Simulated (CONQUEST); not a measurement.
Sb under changes of volume

One of the cells (30.206 Å³/atom); the others are scaled copies at fixed shape and fractional positions:

```xyz
12
Lattice="4.3084 0.0000 0.0000 0.0000 7.4624 0.0000 0.0000 0.0000 11.2740" Properties=species:S:1:pos:R:3 pbc="T T T"
Sb    0.0000    0.0000    2.6324
Sb    0.0000    2.4875   10.1484
Sb    0.0000    4.9749    6.3904
Sb    2.1542    1.2437    6.3904
Sb    2.1542    3.7312    2.6324
Sb    2.1542    6.2186   10.1484
Sb    0.0000    0.0000    8.6416
Sb    0.0000    2.4875    4.8836
Sb    0.0000    4.9749    1.1256
Sb    2.1542    1.2437    1.1256
Sb    2.1542    3.7312    8.6416
Sb    2.1542    6.2186    4.8836
```

| Quantity | Value |
| --- | --- |
| Program | CONQUEST 1.3 |
| Functional | PBE |
| Potentials or basis | PseudoDojo NC PBE, DZP, grid of 48 × 72 × 108 points |
| k mesh | 6 × 4 × 3 |
| Occupations | fermi-dirac, width 0.05 eV |
| Spin | no spin polarisation |

| volume (Å³/atom) | energy over the lowest point (meV/atom) | pressure (GPa) | gap on the mesh (eV) | largest force (eV/Å) |
| --- | --- | --- | --- | --- |
| 28.393 | 79.38 | 7.9 | 0.10 | 0.721 |
| 28.998 | 52.75 | 6.2 | 0.12 | 0.578 |
| 29.602 | 31.95 | 4.7 | 0.15 | 0.459 |
| 30.206 | 17.40 | 3.2 | 0.17 | 0.340 |
| 30.810 | 7.31 | 2.1 | 0.19 | 0.229 |
| 31.414 | ? | ? | ? | ? |
| 32.018 | 0.00 | -0.2 | 0.19 | 0.035 |

**Question.** What does the run at 31.414 Å³/atom give?

**Answer.** Energy over the lowest point 1.62 meV/atom; pressure 1.0 GPa; gap on the mesh 0.19 eV; largest force 0.133 eV/Å.

Worked out: A Birch-Murnaghan fit of order 3 (a polynomial in V^(-2/3)) to the other rows has its minimum at 32.01 Å³/atom with B0 = V·E''(V) = 48 GPa and B' = 5.5 at fixed shape and positions, which overstates the stiffness. It gives 1.74 meV/atom at 31.414 Å³/atom, against the run's 1.62, and -dE/dV = 1.0 GPa, against 1.0.

Energies are extrapolated to zero smearing.

Caveats: spin-orbit coupling is left out, which moves the levels of the heavy elements; an odd mesh through Γ misses points on the zone boundary, where band edges often lie; the basis of atomic orbitals isn't converged, which shifts pressures, moduli and gaps.
